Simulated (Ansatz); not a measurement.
# Al(100) film, 5 layers, cover N: surface scattering, part 2 of 2

Wanted: the relaxed structure and the transmission of Al(100) film, 5 layers, cover N.

Ansatz 0.2.0; Ansatz plane-wave DFT, PBE, PAW files; relaxation of the atoms about the surface defect; PAW set soft_1 (the session's first sound run).

So far. Step 2 (Relaxing about the defect): The largest force component on a free atom ends at 0.028 eV/Å, under the tolerance of 0.03, after 7 steps.

## 3. Transmission along the film

The film far from the defect is the lead. The first vector holds vacuum and takes one k-point. Energies from -0.05 to 0.05 eV in steps of 0.05 eV are too few for the program's thermal sum, so it prints no conductance; for a metal the transmission near the Fermi level serves, at a fraction of the cost.

This step: Ansatz plane-wave DFT, PBE, PAW files; ballistic transport by layer matching (Landauer), zero bias; PAW set soft_1 (Ansatz 0.2.0).

Input file input.yaml:

```yaml
crystal:
  lattice:
    - [21.119925, 0.0, 0.0]
    - [0.0, 2.862347037, 0.0]
    - [0.0, 0.0, 37.2105114815]
  atoms:
    - { symbol: Al, position: [0.2130689385, 0.0, 0.0] }
    - { symbol: Al, position: [0.3089019019, 0.5, 0.0384615385] }
    - { symbol: Al, position: [0.4047348653, 0.0, 0.0] }
    - { symbol: Al, position: [0.5005678287, 0.5, 0.0384615385] }
    - { symbol: Al, position: [0.5964007921, 0.0, 0.0] }
    - { symbol: Al, position: [0.2130689385, 0.0, 0.0769230769] }
    - { symbol: Al, position: [0.3089019019, 0.5, 0.1153846154] }
    - { symbol: Al, position: [0.4047348653, 0.0, 0.0769230769] }
    - { symbol: Al, position: [0.5005678287, 0.5, 0.1153846154] }
    - { symbol: Al, position: [0.5964007921, 0.0, 0.0769230769] }
    - { symbol: Al, position: [0.2130689385, 0.0, 0.1538461538] }
    - { symbol: Al, position: [0.3089019019, 0.5, 0.1923076923] }
    - { symbol: Al, position: [0.4047348653, 0.0, 0.1538461538] }
    - { symbol: Al, position: [0.5005678287, 0.5, 0.1923076923] }
    - { symbol: Al, position: [0.5964007921, 0.0, 0.1538461538] }
    - { symbol: Al, position: [0.2130689385, 0.0, 0.2307692308] }
    - { symbol: Al, position: [0.3089019019, 0.5, 0.2692307692] }
    - { symbol: Al, position: [0.4047348653, 0.0, 0.2307692308] }
    - { symbol: Al, position: [0.5005678287, 0.5, 0.2692307692] }
    - { symbol: Al, position: [0.5964007921, 0.0, 0.2307692308] }
    - { symbol: Al, position: [0.2130689385, 0.0, 0.3076923077] }
    - { symbol: Al, position: [0.3089019019, 0.5, 0.3461538462] }
    - { symbol: Al, position: [0.4047348653, 0.0, 0.3076923077] }
    - { symbol: Al, position: [0.4996790311, 0.5, 0.3462715009] }
    - { symbol: Al, position: [0.5964007921, 0.0, 0.3076923077] }
    - { symbol: Al, position: [0.2130689385, 0.0, 0.3846153846] }
    - { symbol: Al, position: [0.3089019019, 0.5, 0.4230769231] }
    - { symbol: Al, position: [0.4047348653, 0.0, 0.3846153846] }
    - { symbol: Al, position: [0.4998130808, 0.5, 0.423750159] }
    - { symbol: Al, position: [0.5984826298, 0.0, 0.3863172663] }
    - { symbol: Al, position: [0.2130689385, 0.0, 0.4615384615] }
    - { symbol: Al, position: [0.3089019019, 0.5, 0.5] }
    - { symbol: Al, position: [0.4047348653, 0.0, 0.4615384615] }
    - { symbol: Al, position: [0.4999933832, 0.5, 0.5] }
    - { symbol: Al, position: [0.6000269778, 0.0, 0.4624949222] }
    - { symbol: Al, position: [0.2130689385, 0.0, 0.5384615385] }
    - { symbol: Al, position: [0.3089019019, 0.5, 0.5769230769] }
    - { symbol: Al, position: [0.4047348653, 0.0, 0.5384615385] }
    - { symbol: Al, position: [0.4998130808, 0.5, 0.576249841] }
    - { symbol: Al, position: [0.6000269778, 0.0, 0.5375050778] }
    - { symbol: Al, position: [0.2130689385, 0.0, 0.6153846154] }
    - { symbol: Al, position: [0.3089019019, 0.5, 0.6538461538] }
    - { symbol: Al, position: [0.4047348653, 0.0, 0.6153846154] }
    - { symbol: Al, position: [0.4996790311, 0.5, 0.6537284991] }
    - { symbol: Al, position: [0.5984826298, 0.0, 0.6136827337] }
    - { symbol: Al, position: [0.2130689385, 0.0, 0.6923076923] }
    - { symbol: Al, position: [0.3089019019, 0.5, 0.7307692308] }
    - { symbol: Al, position: [0.4047348653, 0.0, 0.6923076923] }
    - { symbol: Al, position: [0.5005678287, 0.5, 0.7307692308] }
    - { symbol: Al, position: [0.5964007921, 0.0, 0.6923076923] }
    - { symbol: Al, position: [0.2130689385, 0.0, 0.7692307692] }
    - { symbol: Al, position: [0.3089019019, 0.5, 0.8076923077] }
    - { symbol: Al, position: [0.4047348653, 0.0, 0.7692307692] }
    - { symbol: Al, position: [0.5005678287, 0.5, 0.8076923077] }
    - { symbol: Al, position: [0.5964007921, 0.0, 0.7692307692] }
    - { symbol: Al, position: [0.2130689385, 0.0, 0.8461538462] }
    - { symbol: Al, position: [0.3089019019, 0.5, 0.8846153846] }
    - { symbol: Al, position: [0.4047348653, 0.0, 0.8461538462] }
    - { symbol: Al, position: [0.5005678287, 0.5, 0.8846153846] }
    - { symbol: Al, position: [0.5964007921, 0.0, 0.8461538462] }
    - { symbol: Al, position: [0.2130689385, 0.0, 0.9230769231] }
    - { symbol: Al, position: [0.3089019019, 0.5, 0.9615384615] }
    - { symbol: Al, position: [0.4047348653, 0.0, 0.9230769231] }
    - { symbol: Al, position: [0.5005678287, 0.5, 0.9615384615] }
    - { symbol: Al, position: [0.5964007921, 0.0, 0.9230769231] }
    - { symbol: "N", position: [0.6015766836, 0.5, 0.4242481487] }
    - { symbol: "N", position: [0.6065975969, 0.5, 0.5] }
    - { symbol: "N", position: [0.6015766836, 0.5, 0.5757518513] }
kpoints:
  mp_grid: { grid: [1, 11, 1] }
hamiltonian:
  xc: pbe
  pseudopotentials: { kind: paw, azcp: { folder: soft_1 } }
scf:
  occupations: { method: fermi_dirac, width: 0.1 }
output:
  transmission: { leads: [[0, 5]], kmesh: [1, 22], e_range: [-0.05, 0.05], de: 0.05 }
  write_potential: true
  write_density: true
  volumetric_format: npy
  elf: true
```

Started as:

```bash
> ansatz run input.yaml --threads 8 --pin off --max-ram 15360MiB --backend cpu --events-out ev --progress --plain --runs-dir out
```

Numbers of over 12 decimals in the logs are rounded to 6 here.

What it wrote:

```text
[...]
Crystal: 68 atoms, lattice volume = 2249.470 Å³
Basis set: ecut = 420 eV, 43999 PW (Γ)
Bands: 173, of which v1, the nominal top of the filled ones, is band 105 counted from 1 (104 counted from 0)
Symmetry: 4 space group operations
[...]
k-points: 6 of 11
[...]
SCF iter   1: F=—  HF=-36097.960949 eV  |F-HF|=—  |Δ(HF+E_count)|=         —  Δρ=3.55e-2  dr2=1.16e2  ethr=3.10e-3  ⟨swp⟩=7.5  Hψ=5931  notcnv=0  defer=49
[...]
SCF iter   9: F=-36081.376319 eV  HF=-36081.376319 eV  |F-HF|=1.93e-8  |Δ(HF+E_count)|=   6.23e-7  Δρ=1.37e-6  dr2=7.63e-8  ethr=4.76e-11  ⟨swp⟩=52.0  Hψ=8336  notcnv=0
SCF 1 converged in 9 iterations: F = -36081.376319 eV  dr2 = 7.63e-8
[...]
transmission: 60 of 564 steps passed
transmission: 114 of 564 steps passed
[...]
transmission: 564 of 564 steps passed
WARN: The output density's exchange-correlation potential varies sharply where the density is thin. Do not read a vacuum level from v_tot or v_xc, or from such a field of the output density. On a cell that repeats whose density bears no net charge and no dipole along the vacuum's axis use v_es (v_loc + v_h of the components); under efield.dipole_correction with no amplitude use v_es + v_field, which holds any externa [...]
SCF converged after 9 iterations
Free energy (F): -36081.376319 eV
[...]
Internal energy: -36080.472652 eV  (E = F + TS)
E sigma→0 (E₀):  -36080.924486 eV
Entropy (-TS):   -0.903666 eV (-13.289 meV/atom)
Fermi energy:    1.756047 eV
[...]
--- Band table (eV; the first three rows and the last of 6) ---
  k-point 0: bands = [... 101 lower, 1.5332, 1.7412, 1.7632, 1.8212, 1.9072, 2.0996, 2.3561, 2.4212, ... 64 higher]
  k-point 1: bands = [... 101 lower, 1.6703, 1.8760, 1.8975, 1.9485, 2.0322, 2.2310, 2.4904, 2.5468, ... 64 higher]
  k-point 2: bands = [... 101 lower, 2.0622, 2.2681, 2.2875, 2.2896, 2.3628, 2.5498, 2.5688, 2.6364, ... 64 higher]
  k-point 5: bands = [... 101 lower, 1.2883, 1.2911, 1.3632, 1.3997, 1.4391, 1.4743, 1.4754, 1.4822, ... 64 higher]
--- Transmission ---
  basis      : 527 plane waves across, 47 finite elements along
  points     : 12, standing for a mesh of 1 x 22
  energies   : 3 from -0.050000 to 0.050000 eV about the Fermi level, 0.050000 eV apart; the leads are filled to 0.000000 eV, and channels, transmission and decay are at 0.000000 eV
  crystal 0  : Al5, at the sites [0, 5], period 2.8623 Å, over 24.62 Å; its Hamiltonian steps by up to 3.7 meV
    offset         : up to 0.0000 Å between an atom of the period and one for which it stands
    channels       : 5.727273e0 a spin
    conductance    : none, the energies end too early or step too widely for 300 K: set another output.transmission.e_range or a lower de, or, where they end at an eighth of basis.ecutwfc, a higher one
  junction   : crystal 0 to crystal 0, 0.72 to 35.06 Å
    transmission   : 3.195521e0 a spin
[...]
```

The job ended after 9.1 min (8 threads of Intel Xeon at 2.70GHz, shared host; peak memory 9.6 GiB; 61 min of CPU time).

The column dr2 measures how far the density is from self-consistency, as an energy; F and HF (Harris–Foulkes) agree once it is small.

Numbers from this step:

```
free energy                                    : -36081.3763 eV
energy at zero smearing                        : -36080.9245 eV
Fermi energy                                   : 1.756 eV
cell area                                      : 60.45 Å²
transmission per spin nearest the Fermi level  : 3.196
open channels per spin nearest the Fermi level : 5.727
step of the lead's potential                   : 3.7 meV
```

Per spin. Transmission, zone mean against energy, zero at the Fermi level:

```csv
energy (eV),"transmission, zone mean"
-0.0500,3.31
0.0000,3.20
0.0500,3.02
```

Per spin. Open channels, zone mean, lead against energy, zero at the Fermi level:

```csv
energy (eV),"open channels, zone mean, lead"
-0.0500,5.64
0.0000,5.73
0.0500,5.36
```

Electrostatic potential energy in the ca plane at fractional y = 0.500, with atoms of Al and N within 0.2 Å of it. With pseudopotentials it is smooth inside the atoms' cores, unlike the true potential.

Ten even steps from '0' (-15 eV) to '9' (6 eV), each cell a mean:
```
99999999999999999999999999999999999999999999
99999999999999999999999999999999999999999999
99999999999999999999999999999999999999999999
99999999999999999999999999999999999999999999
99999999999999999999999999999999999999999999
99999999999999999999999999999999999999999999
99999999999999999999999999999999999999999999
99999999999999999999999999999999999999999999
99889999988887568888854578888656888899999889
88778999877750002777400047773000577789998777
78887666778775346777754577776434778776667888
14762254157622541576136315751453167514632675
25773243257732432676324226762342377623423776
88888777888887778888877788888777888887778888
88778888877788888777888887778888877788888777
47876333478753335787533357875333578753335787
04761386147614860575148515750584057405841674
57886433578763335787533357875333578753336787
88778888887788888777888887778888877788888777
98888999988889999888899998889999888899998888
99999999999999999999999999999999999999999999
99999999999999999999999999999999999999999999
99999999999999999999999999999999999999999999
99999999999999999999999999999999999999999999
```
Columns run along c (16.0 Å, from fractional 0.29 to 0.71 of the cell; values clipped at the 3rd and 97th percentile), rows up along a (21.1 Å). Atoms in or near the plane, at fractional coordinates: Al at (0.35, 0.31), Al at (0.35, 0.50), Al at (0.42, 0.31), Al at (0.42, 0.50), Al at (0.50, 0.31), Al at (0.50, 0.50), Al at (0.58, 0.31), Al at (0.58, 0.50), Al at (0.65, 0.31), Al at (0.65, 0.50), N at (0.42, 0.60), N at (0.50, 0.61), N at (0.58, 0.60).

Valence density in the ca plane at fractional y = 0.500, with atoms of Al and N within 0.2 Å of it. It is the smooth field of the valence electrons, not physical close to the nuclei.

Ten steps, logarithmic in the rise over the least value, from '0' (0.0 e/Å³) to '9' (3.2 e/Å³), each cell a mean:
```
00000000000000000000000000000000000000000000
00000000000000000000000000000000000000000000
00000000000000000000000000000000000000000000
00000000000000000000000000000000000000000000
00000000000000000000000000000000000000000000
00000000000000000000000000000000000000000000
00000000000000000000000000000000000000000000
00110000000111111101111111011111110000000110
22322222222346765433577754335676432222222232
33443333333469998545799975457999754333333444
44444433433446665434456544345676543343344444
44444333444443334444433344444333444443334444
44444333444443334444433344444333444443334444
34444333444443334444433344444333444443334444
34443333344433333444333334443333344433333444
44444434444444344444443444444434444444344444
34444322344443224444432344444323444442234444
44444434444444344444443444444434444444344444
34443333344433333444333334443333344433333444
23333222233332222333322233333222333322223333
11111111111111111111111111111111111111111111
00000000000000000000000000000000000000000000
00000000000000000000000000000000000000000000
00000000000000000000000000000000000000000000
```
Columns run along c (16.0 Å, from fractional 0.29 to 0.71 of the cell), rows up along a (21.1 Å). Atoms in or near the plane, at fractional coordinates: Al at (0.35, 0.31), Al at (0.35, 0.50), Al at (0.42, 0.31), Al at (0.42, 0.50), Al at (0.50, 0.31), Al at (0.50, 0.50), Al at (0.58, 0.31), Al at (0.58, 0.50), Al at (0.65, 0.31), Al at (0.65, 0.50), N at (0.42, 0.60), N at (0.50, 0.61), N at (0.58, 0.60).

ELF in the ca plane at fractional y = 0.500, with atoms of Al and N within 0.2 Å of it. It is the smooth field of the valence electrons, not physical close to the nuclei.

Ten even steps from '0' (0.00) to '9' (0.79), each cell a mean:
```
00000000000000000000000000000000000000000000
00000000000000000000000000000000000000000000
00000000000000000000000000000000000000000000
00000000000000000000000000000000000000000000
00000000000000000000000000000000000000000000
00000000000000000000000000000000000000000000
00000000000000000000000000000000000000000000
12222111111111221101233321011222111111111222
46775323343468898424899984247888643443235776
58986433443599569625984895269748954443346898
67777656664347886323577753236887534566567777
47777332587751213677512147774121477862326777
67776423687774236888732368886323777863236777
67776545677765456777654567776545677765456777
46776433567764345677543456775434577653346776
67777645777775457777754577777545777775467777
37776121477851214877512147785121577741215777
67777645677775457777754577777545777775467777
57886433578864345788643467876434688754346887
57986323579863235888632358885323689853236898
24543111234431112344211124442111244421113454
00000000000000000000000000000000000000000000
00000000000000000000000000000000000000000000
00000000000000000000000000000000000000000000
```
Columns run along c (16.0 Å, from fractional 0.29 to 0.71 of the cell), rows up along a (21.1 Å). Atoms in or near the plane, at fractional coordinates: Al at (0.35, 0.31), Al at (0.35, 0.50), Al at (0.42, 0.31), Al at (0.42, 0.50), Al at (0.50, 0.31), Al at (0.50, 0.50), Al at (0.58, 0.31), Al at (0.58, 0.50), Al at (0.65, 0.31), Al at (0.65, 0.50), N at (0.42, 0.60), N at (0.50, 0.61), N at (0.58, 0.60).

Over the solved energies the transmission per spin lies between 3.02 and 3.31, out of 5.58 channels of the lead on average (up to 5.73).

## 4. Share that passes

This step: Ansatz plane-wave DFT, PBE, PAW files; ballistic transport by layer matching (Landauer), zero bias; share of the film's channels that pass the defect (the area holds the vacuum); PAW set soft_1 (Ansatz 0.2.0).

Numbers from this step:

| Property | Result |
| --- | --- |
| T over the leads' mean channel count | 0.5699 |

Averaged over the energies near the Fermi level, 57.0 % of the channels pass.

## 5. Outcome

```
share of the film's channels that pass : 0.570
```

**Reading.** 57 % of the film's channels pass the defect. The film is 5 layers thick, so the defect disturbs a good part of its section. It runs straight across the current without end, so the wavevector along it is kept. Only atoms near the defect are relaxed, while the rest of the face keeps bulk spacings, so part of the reflection may come from that relaxed patch.

[Logs are printed without paths, hosts, clocks, repeated set-up lines and the standing remarks that a program may print on its own settings, such as how far it seeks lower states.]

[Hosts, paths, dates, database ids (printed as entryN), source tags and the programs' standing remarks are cut or masked in the printed files.]
